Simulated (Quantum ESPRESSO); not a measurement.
# AlN: zone-centre phonons under several settings

```
Al N
1.0
     3.11300    0.00000    0.00000
    -1.55650    2.69594    0.00000
     0.00000    0.00000    4.98100
Al N
2 2
Direct
  0.66667 0.33333 0.50000
  0.33333 0.66667 0.00000
  0.66667 0.33333 0.88000
  0.33333 0.66667 0.38000
```

All runs used Quantum ESPRESSO 7.5; no spin polarisation; occupations smeared at first, fixed for the response.

| level | potentials | k mesh (s: shifted) | geometry | cutoff (eV) | volume (Å³/atom) | pressure (GPa) | lowest optical mode without the field (cm⁻¹) | highest optical mode without the field (cm⁻¹) | sum of the Born charges (e) |
| --- | --- | --- | --- | --- | --- | --- | --- | --- | --- |
| LDA | GBRV 1.5 LDA | 4 × 4 × 2s | given cell, atoms relaxed | 612 | 10.45 | -3.8 | 239 | 714 | -0.26 |
| AM05 | PseudoDojo 0.4.1 SR PBE standard | 6 × 6 × 4s | relaxed cell | 1143 | ? | 0.0 | ? | ? | ? |
| AM05 | PseudoDojo 0.4.1 SR PBE standard | 6 × 6 × 4s | given cell, atoms relaxed | 1143 | 10.45 | 0.9 | 234 | 719 | -0.03 |
| BLYP | PseudoDojo 0.4.1 SR PBE standard | 6 × 6 × 4s | relaxed cell | 1143 | 10.90 | 0.0 | 245 | 706 | -0.02 |
| BLYP | PseudoDojo 0.4.1 SR PBE standard | 6 × 6 × 4s | given cell, atoms relaxed | 1143 | 10.45 | 8.2 | 246 | 738 | -0.02 |

Question: What stands in the row left open?

Answer: Volume 10.50 Å³/atom; lowest optical mode without the field 235 cm⁻¹; highest optical mode without the field 715 cm⁻¹; sum of the Born charges -0.03 e.

Caveats: some runs use coarse meshes; the potentials were made for another functional, which shifts forces and pressure (some runs); the cell is more than 3 GPa from zero pressure, which shifts response properties (some runs).

For the row left open. Caveat: the potentials were made for another functional, which shifts forces and pressure.
